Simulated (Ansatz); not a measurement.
## Ti: strain and displacement

```xyz
1
Lattice="2.6405 0.0000 0.0000 0.0000 2.6405 0.0000 0.0000 0.0000 2.6405" Properties=species:S:1:pos:R:3 pbc="T T T"
Ti    0.0000    0.0000    0.0000
```

The cell was built from the sc type and relaxed in the same program, and has space group Pm-3m; it needn't be a known or the stable phase.

Computed with Ansatz 0.2.0, DFT, PBE, all-electron LAPW, scalar-relativistic.

Numerical set-up: a Γ-centred 15×15×15 k mesh, Fermi–Dirac smearing of 0.05 eV, basis error target 0.5 meV/atom, no spin polarisation.

The unchanged cell is at -0.01 GPa, so energy changes include a term −P ΔV where the volume moves.

In a metal, stresses and small energies carry noise from the k mesh.

x, y and z are the Cartesian axes of the cell as listed; fractional coordinates follow a strain, and an engineering shear is twice the off-diagonal strain component.

**Question.** With this change (x and y strained by +1.5 %, z held), what becomes of the energy and stress?

**Answer.** Energy change +4 meV/atom; stress change (xx, yy, zz, yz, xz, xy) -2.06, -2.06, -2.42, 0.00, 0.00, 0.00 GPa, compression positive.

With xy engineering shear strain of +4 %: energy change -6 meV/atom; stress change (xx, yy, zz, yz, xz, xy) -0.08, -0.08, 0.05, 0.00, 0.00, 2.37 GPa, compression positive.
